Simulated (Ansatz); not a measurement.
The system is HfC.

```xyz
4
Lattice="3.3429 0.0000 0.0000 -1.6714 2.8950 0.0000 0.0000 0.0000 5.2027" Properties=species:S:1:pos:R:3 pbc="T T T"
Hf    0.0000    1.9300    1.3007
Hf    1.6714    0.9650    3.9020
C     0.0000    0.0000    2.6014
C     0.0000    0.0000    0.0000
```

The cell comes from a database or a generator and needn't be the stable form of this composition.

Base run:

```yaml
Program: Ansatz 0.2.0
Functional: PBEsol
Potentials_or_basis: all-electron PAW datasets made for the crystal
Cutoff: 400 eV (chosen from the basis error)
k_mesh: 9 × 9 × 5
Occupations: fermi-dirac, width 0.05 eV
Spin: no spin polarisation
```

Its results: pressure -7.3 GPa.

Q: After a change of settings the same cell gave: pressure 4.4 GPa. Which change was it?
A. potentials or basis from all-electron PAW datasets made for the crystal to all-electron LAPW, scalar-relativistic; cutoff from 400 eV (chosen from the basis error) to 278 eV (chosen from the basis error)
B. potentials or basis from all-electron PAW datasets made for the crystal to all-electron LAPW, non-relativistic; cutoff from 400 eV (chosen from the basis error) to 275 eV (chosen from the basis error)
C. potentials or basis from all-electron PAW datasets made for the crystal to all-electron LAPW, inner shells corrected to Dirac's equation; cutoff from 400 eV (chosen from the basis error) to 278 eV (chosen from the basis error)

A: B.

Caveats: relativity is left out, which matters for the heavier elements (some runs).

The runs don't all hold the same shells in valence.
